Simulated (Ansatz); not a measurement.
# Ir: how the settings move a single-point run

Aim: see which settings change the result for Ir, by how much, and at what cost.

Computed with Ansatz 0.2.0 (reference: DFT, PBEsol, PAW with Ansatz's default frozen-core files, scalar-relativistic, unless a step's input says otherwise).

## Step 1: The structure to begin with

Symmetry: Fm-3m, No. 225, cubic system. Conventional cell: a = 3.839 Å, b = 3.839 Å, c = 3.839 Å, α = 90.00°, β = 90.00°, γ = 90.00°. Ir (site symmetry m-3m) has 12 Ir at 2.71 Å in its first shell of neighbours.

Structure file:

```cif
data_structure
_symmetry_space_group_name_H-M 'P 1'
_symmetry_Int_Tables_number 1
_cell_length_a 2.7149
_cell_length_b 2.7149
_cell_length_c 2.7149
_cell_angle_alpha 60.000
_cell_angle_beta 60.000
_cell_angle_gamma 60.000
_cell_volume 14.15
loop_
_atom_site_label
_atom_site_type_symbol
_atom_site_fract_x
_atom_site_fract_y
_atom_site_fract_z
_atom_site_occupancy
Ir1 Ir 0.00000 0.00000 0.00000 1
```

## Step 2: The reference run

input.yaml reads:

```yaml
crystal:
  lattice:
    - [0.0, 1.9197, 1.9197]
    - [1.9197, 0.0, 1.9197]
    - [1.9197, 1.9197, 0.0]
  atoms:
    - { symbol: Ir, position: [0.0, 0.0, 0.0] }
kpoints:
  mp_grid: { grid: [15, 15, 15] }
  band_path:
    path:
      - [0.0, 0.0, 0.0]
      - [0.5, 0.0, 0.5]
      - [0.625, 0.25, 0.625]
      - [0.375, 0.375, 0.75]
      - [0.0, 0.0, 0.0]
      - [0.5, 0.5, 0.5]
      - [0.5, 0.25, 0.75]
      - [0.5, 0.0, 0.5]
    npoints: 5
scf:
  occupations: { method: fermi_dirac, width: 0.05 }
hamiltonian:
  xc: pbesol
  pseudopotentials: { kind: paw }
output:
  forces: true
  stress: true
  eigenvalues: true
  efg: { contact_densities: true }
```

Command:

```bash
$ ansatz run input.yaml --threads 1 --pin off --max-ram 2048MiB --backend cpu --events-out ev --progress --plain --runs-dir out
```

## Step 3: Variant: occupations.width 0.3, ecutwfc 51.4 Ry, xc_grid 3

Edit input.yaml of step 2 so:

```diff
@@ -21,3 +21,3 @@
 scf:
-  occupations: { method: fermi_dirac, width: 0.05 }
+  occupations: { method: fermi_dirac, width: 0.3 }
 hamiltonian:
@@ -30 +30,4 @@
   efg: { contact_densities: true }
+basis:
+  ecutwfc: "51.4 Ry"
+  xc_grid: 3
```

Q: Predict the outcome of this session. Wanted: for each run, ending; energy change; pressure; gap; force.

The runs gave:

```
                                                 run     ending        energy change  pressure (GPa)  gap (eV)  force (eV/Å)  cycles   time
                                           reference  converged                    0            -2.8      0.00          0.00       6  2.1 s
1: occupations.width 0.3, ecutwfc 51.4 Ry, xc_grid 3  converged  +4.4 meV/atom (σ→0)             0.0      0.00          0.00       6  2.8 s
```

Residual by cycle in the longest SCF loop of each run; runs are numbered as in the table. The quantity is the density residual dr2, in eV.

```
cycle  reference    run 1
    1    0.00208  0.00146
    2     1.1e-4   1.8e-4
    3     2.3e-5   1.8e-5
    4     8.6e-8   1.9e-7
    5     5.4e-9   1.1e-8
    6    7.3e-11  4.2e-10
```

Changing the smearing, cutoff and numerical grids moves the energy by +4.4 meV/atom (σ→0 values), and the pressure goes from -2.8 to 0.0 GPa. More than one kind of setting changed, and this run alone doesn't tell their shares apart.
